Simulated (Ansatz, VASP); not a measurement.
Two plane-wave programs on Cu

```
Cu
1.0
    -1.42415    1.42415    1.38198
     1.42415   -1.42415    1.38198
     1.42415    1.42415   -1.38198
Cu
1
Direct
  0.00000 0.00000 0.00000
```

Alike in both runs: task single point; functional PBE; k mesh 22 × 22 × 22; occupations gaussian, width 0.15 eV; no spin polarisation.

|  | VASP | Ansatz |
| --- | --- | --- |
| version | VASP 6.6.1 | Ansatz 0.2.0 |
| potentials or method | VASP PAW PBE potentials, release 64 (Cu) | scalar-relativistic, plane waves, PAW |
| plane-wave cutoff (eV) | 520 | 520 |
| valence electrons in the cell | 11 | 19 |

|  | VASP | Ansatz | Ansatz less VASP |
| --- | --- | --- | --- |
| gap on the k mesh at the Fermi level (eV) | none | none | - |
| pressure (GPa) | 11.8 | 11.1 | -0.67 |
| largest component of the traceless stress (GPa) | 0.23 | 0.20 | -0.031 |

A gap of «none» marks a metal or a gap that the smearing closes. The two sets of potentials don't hold the same shells in valence.
